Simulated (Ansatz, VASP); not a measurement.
## Si in VASP and in Ansatz

The input INCAR:

```
SYSTEM = Si
  ALGO = Fast
  EDIFF = 1E-6
  ENCUT = 520
  GGA = RE
  ISIF = 2
  ISMEAR = 1
  IVDW = 12
  LASPH = .TRUE.
  LCHARG = .FALSE.
  LREAL = .FALSE.
  LWAVE = .FALSE.
  NBANDS = 11
  NELM = 80
  PREC = Accurate
  SIGMA = 0.15
```

Contents of KPOINTS:

```
k-points
0
G
  8 8 8
  0 0 0
```

POSCAR

```
Si
1.0
    0.0383810000      2.7705450000      2.7287120000
    2.6806370000      0.0495870000      2.7175060000
    2.7252180000      2.8039200000      0.0050060000
Si
2
Direct
    0.5000000000      0.5000000000      0.5000000000
    0.7500000000      0.7500000000      0.7500000000
```

Contents of input.yaml:

```yaml
crystal:
  lattice:
    - [0.038381, 2.770545, 2.728712]
    - [2.680637, 0.049587, 2.717506]
    - [2.725218, 2.80392, 0.005006]
  atoms:
    - { symbol: Si, position: [0.5, 0.5, 0.5] }
    - { symbol: Si, position: [0.75, 0.75, 0.75] }
hamiltonian:
  xc: revpbe
  pseudopotentials: { kind: paw, source: ansatz }
  dispersion: d3bj
kpoints:
  mp_grid: { grid: [8, 8, 8] }
  band_path:
    path:
      - [[0.0, 0.0, -0.5], [0.0, 0.0, 0.0], [0.5, 0.5, 0.5]]
      - [[0.5, 0.5, 0.0], [0.0, 0.0, 0.0], [0.0, -0.5, 0.0]]
      - [[0.0, -0.5, -0.5], [0.0, 0.0, 0.0], [0.5, 0.0, 0.5]]
      - [[0.5, 0.0, 0.0], [0.0, 0.0, 0.0]]
    npoints: 14
scf:
  occupations: { method: methfessel_paxton, width: 0.15 }
  n_extra_bands: 6
output:
  forces: true
  stress: true
  eigenvalues: true
  fatbands: false
  write_density: true
  write_potential: true
  elf: true
  volumetric_format: npy
```

Change from the starting cell: cell strained at random at fixed volume.

Alike in both runs: functional revPBE; dispersion D3(BJ); k mesh 8 × 8 × 8; occupations methfessel-paxton of order 1, width 0.15 eV; no spin polarisation.

|  | VASP | Ansatz |
| --- | --- | --- |
| version | VASP 6.6.1 | Ansatz 0.2.0 |
| potentials or method | VASP PAW PBE potentials, release 64 (Si) | Ansatz PAW earlier set |
| plane-wave cutoff (eV) | 520 | 460 |
| valence electrons in the cell | 8 | 8 |
| task | single point | band structure |

|  | VASP | Ansatz | Ansatz less VASP |
| --- | --- | --- | --- |
| gap on the k mesh at the Fermi level (eV) | 0.43 | 0.43 | 0.000 |
| least direct gap on the mesh (eV) | 2.22 | 2.22 | -0.003 |
| pressure (GPa) | -2.5 | -2.3 | +0.20 |
| largest component of the traceless stress (GPa) | 3.18 | 3.18 | +0.003 |
| rms of the force components (eV/Å) | 0.173 | 0.175 | +0.0014 |
| dispersion energy (meV/atom) | -610.2 | -610.3 | -0.07 |

Atom by atom the forces differ by 0.001 eV/Å (rms over components). With one functional, cell and mesh, what is left measures potentials, basis and numerics.

Caveats: the PAW data sets were made with another functional, which shifts forces and pressure a little (VASP); the PAW data sets come from PBE, with cores solved anew for the run's functional, which leaves a small shift of forces and pressure (Ansatz). A k mesh can miss the band edges.
